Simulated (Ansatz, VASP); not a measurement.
# GaN: VASP beside Ansatz, part 2 of 2

Wanted: the spread between two codes on one cell, functional and k mesh. The cell is taken from a series of runs on this material, whose earlier steps may have relaxed, scaled, displaced or heated it; both programs get it as it stands.

VASP 6.6.1 and Ansatz 0.2.0.

So far. Step 2 (Ansatz: single point, r2SCAN): The run ends at a pressure of 1.87 GPa. Step 3 (VASP: single point, r2SCAN): The run ends at a pressure of 3.27 GPa, with forces up to 0.0011 eV/Å.

**6. VASP: single point, PBE with D3(BJ)**

Level of this step: PBE with D3(BJ); plane waves and PAW (Ga_d_GW, N_GW) (VASP).

A single point gives forces, pressure and levels at one fixed geometry, so differences don't come from the geometry; what else differs is listed under the comparison. The cell compared in this pair holds 45.41 Å³, against 45.06 Å³ for the pair before.

File INCAR:

```
SYSTEM = GaN
PREC = Accurate
ENCUT = 680
EDIFF = 1E-06
NELM = 100
ISMEAR = 0
SIGMA = 0.03
LREAL = .FALSE.
ALGO = Normal
GGA = PE
IVDW = 12
NBANDS = 24
LORBIT = 11
LWAVE = .FALSE.
LCHARG = .FALSE.
KPAR = 2
ISIF = 2
```

File POSCAR:

```
GaN
1.0
    3.1806498300      0.0000000000      0.0000000000
   -1.5903249200      2.7545235600      0.0000000000
    0.0000000000      0.0000000000      5.1827484500
Ga N
2 2
Direct
    0.3333333300      0.6666666700      0.0916745800
    0.6666666700      0.3333333300      0.5916745800
    0.3333333300      0.6666666700      0.4683254200
    0.6666666700      0.3333333300      0.9683254200
```

File KPOINTS:

```
Automatic mesh
0
Gamma
9 9 4
0 0 0
```

PAW data sets: Ga_d_GW and N_GW (PBE family, release 64).

Launch:

```bash
$ mpirun -np 2 vasp_std
```

Numbers of over 12 decimals in the logs are rounded to 6 here.

The program printed:

```text
[banner, memory and clock lines left out]
running    2 mpi-ranks, on    1 nodes
[...]
LDA part: xc-table for (Slater+PW92), standard interpolation
 POSCAR, INCAR and KPOINTS ok, starting setup
[...]
entering main loop
       N       E                     dE             d eps       ncg     rms          rms(c)
DAV:   1     0.453757760734E+03    0.45376E+03   -0.23095E+04  1736   0.337E+03
DAV:   2     0.508699465020E+02   -0.40289E+03   -0.38798E+03  1824   0.679E+02
DAV:   3    -0.239547842353E+02   -0.74825E+02   -0.73689E+02  2168   0.322E+02
DAV:   4    -0.281996344022E+02   -0.42449E+01   -0.42297E+01  2352   0.969E+01
[...]
DAV:  11    -0.243010901758E+02   -0.93266E-04   -0.10559E-03  3032   0.618E-01    0.528E-02
DAV:  12    -0.243010778660E+02    0.12310E-04   -0.15828E-04  2760   0.167E-01    0.384E-03
DAV:  13    -0.243010786379E+02   -0.77186E-06   -0.43516E-06  2136   0.209E-02
   1 F= -.25324138E+02 E0= -.25324138E+02  d E =-.738284E-17
```

Parts of OUTCAR (step 6):

```text
 Edisp (eV)   -1.02306

  Total       0.73442     0.73442     0.72897    -0.00000    -0.00000     0.00000
  in kB      25.91394    25.91394    25.72149    -0.00000    -0.00000     0.00000
  external pressure =       25.85 kB  Pullay stress =        0.00 kB

 POSITION                                       TOTAL-FORCE (eV/Angst)
 -----------------------------------------------------------------------------------
     -0.00000      1.83635      0.47513        -0.000000      0.000000      0.006252
      1.59032      0.91817      3.06650         0.000000     -0.000000      0.006252
     -0.00000      1.83635      2.42721        -0.000000     -0.000000     -0.006252
      1.59032      0.91817      5.01859         0.000000      0.000000     -0.006252
 -----------------------------------------------------------------------------------
    total drift:                               -0.000013      0.000007     -0.000298

  FREE ENERGIE OF THE ION-ELECTRON SYSTEM (eV)
  ---------------------------------------------------
  free  energy   TOTEN  =       -25.3241375150 eV

  energy  without entropy=      -25.3241375150  energy(sigma->0) =      -25.32413752

[... 1 part as in an earlier step ...]

[... 2 further parts left out ...]
[key lines of the parts left out:]
E-fermi :   5.3629
```

The run ends at a pressure of 2.58 GPa, with forces up to 0.0063 eV/Å.

**7. Ansatz: single point, PBE with D3(BJ)**

The same cell, functional, mesh and smearing now go to Ansatz, which takes its cutoff from its data sets.

The cell is taken from a series of runs on this material, whose earlier steps may have relaxed, scaled, displaced or heated it; both programs get it as it stands.

File input.yaml:

```yaml
crystal:
  lattice:
    - [3.18064983, 0.0, 0.0]
    - [-1.59032492, 2.75452356, 0.0]
    - [0.0, 0.0, 5.18274845]
  atoms:
    - { symbol: Ga, position: [0.33333333, 0.66666667, 0.09167458] }
    - { symbol: Ga, position: [0.66666667, 0.33333333, 0.59167458] }
    - { symbol: "N", position: [0.33333333, 0.66666667, 0.46832542] }
    - { symbol: "N", position: [0.66666667, 0.33333333, 0.96832542] }
hamiltonian:
  xc: pbe
  pseudopotentials: { kind: paw }
  dispersion: d3bj
kpoints:
  mp_grid: { grid: [9, 9, 4] }
scf:
  occupations: { method: gaussian, width: 0.03 }
  n_extra_bands: 5
output:
  forces: true
  stress: true
  eigenvalues: true
```

Launch:

```bash
$ ansatz run input.yaml --threads 2 --pin off --max-ram 4608MiB --backend cpu --events-out ev --progress --plain --runs-dir out
```

The program printed:

```text
[...]
Crystal: 4 atoms, lattice volume = 45.407 Å³
Basis set: ecut = 420 eV, 893 PW (Γ), exchange–correlation on 48×48×72 points (8 copies of the dense FFT grid, shifted against one another)
Bands: 23, of which v1, the nominal top of the filled ones, is band 18 counted from 1 (17 counted from 0)
Symmetry: 12 space group operations
[...]
k-points: 36 of 324 (time reversal used)
[...]
k-point 0: bands = [... 14 lower, 8.7531, 9.7480, 9.7906, 9.7906, 11.7337, 14.0882, 19.0109, 19.7304, ... 1 higher]
  k-point 1: bands = [... 14 lower, 8.8979, 8.8979, 9.6320, 9.6320, 12.9319, 14.1928, 18.6193, 19.3597, ... 1 higher]
  k-point 2: bands = [... 14 lower, 9.2587, 9.2587, 9.2587, 9.2587, 14.0740, 14.0740, 18.2914, 18.2914, ... 1 higher]
  k-point 35: bands = [... 14 lower, 5.5725, 5.5725, 8.3029, 8.3029, 16.2353, 16.2353, 17.1274, 17.1274, ... 1 higher]
[key lines of the parts left out:]
SCF converged after 6 iterations
Free energy (F): -8336.828311 eV
Fermi energy:    10.762315 eV
P = ⅓ Tr σ = 2.7951 GPa (27.951 kbar)
```

The run ends at a pressure of 2.80 GPa, with forces up to 0.0051 eV/Å.

**8. Side by side**

What differs besides the data sets and the points named for the pairs above, as far as they apply: the cutoff is 420 eV in Ansatz and 680 eV in VASP; VASP leaves aspherical gradient terms in its spheres out (LASPH is not set), Ansatz keeps them. Total energies have different zeros and are not compared.

Compared:

```csv
quantity,Ansatz,VASP,difference
pressure (GPa),2.80,2.58,+0.21
pressure without Ansatz's Pulay correction (GPa),2.28,2.58,-0.31
gap on the k mesh (eV),1.943,1.952,-0.009
```

A gap on the mesh is an upper bound, since the band edges may lie between its points. Ansatz's pressure holds a Pulay correction of 0.52 GPa; VASP's holds none.

**9. What the set-up changes**

Further runs change the set-up of one program: Ansatz's method, potentials or start, or VASP's data sets, cutoff or form of LDA. The table gives Ansatz less VASP for each quantity, since a change that brings one quantity closer may part another.

```csv
run,r.m.s. force difference (meV/Å),pressure (GPa),gap on the k mesh (eV),pressure without Ansatz's Pulay correction (GPa)
as above,0.68,0.21,-0.0087,-0.31
VASP with the data sets Ga_h and N_h and a cutoff of 1210 eV,0.85,-0.40,-0.0035,-0.92
```

**10. Summary of results**

- difference in pressure (single point, r2SCAN): -1.4 GPa
- difference in gap on the k mesh (single point, PBE with D3(BJ)): -0.0087 eV

The difference in pressure is -1.4 GPa (single point, r2SCAN), beyond the 1 GPa picked in this series as the mark of a large difference. Single point, r2SCAN, VASP with the data sets Ga_h and N_h and a cutoff of 1210 eV: r.m.s. force difference goes from 0.6 to 2.4 meV/Å; the difference in pressure goes from -1.4 to -0.71 GPa; the difference in pressure without Ansatz's Pulay correction goes from -1.5 to -0.81 GPa. Single point, PBE with D3(BJ), VASP with the data sets Ga_h and N_h and a cutoff of 1210 eV: the difference in pressure goes from 0.21 to -0.40 GPa; the difference in gap on the k mesh goes from -0.0087 to -0.0035 eV; the difference in pressure without Ansatz's Pulay correction goes from -0.31 to -0.92 GPa. How closely two codes agree says nothing of how well the functional describes the real material.

[Lines on the potential files, build, host, timing and source positions are cut from VASP's logs without a mark.]

[Logs are printed without paths, hosts, clocks, repeated set-up lines and the standing remarks that a program may print on its own settings, such as how far it seeks lower states.]

[Hosts, paths, dates, database ids (printed as entryN), source tags and the programs' standing remarks are cut or masked in the printed files.]
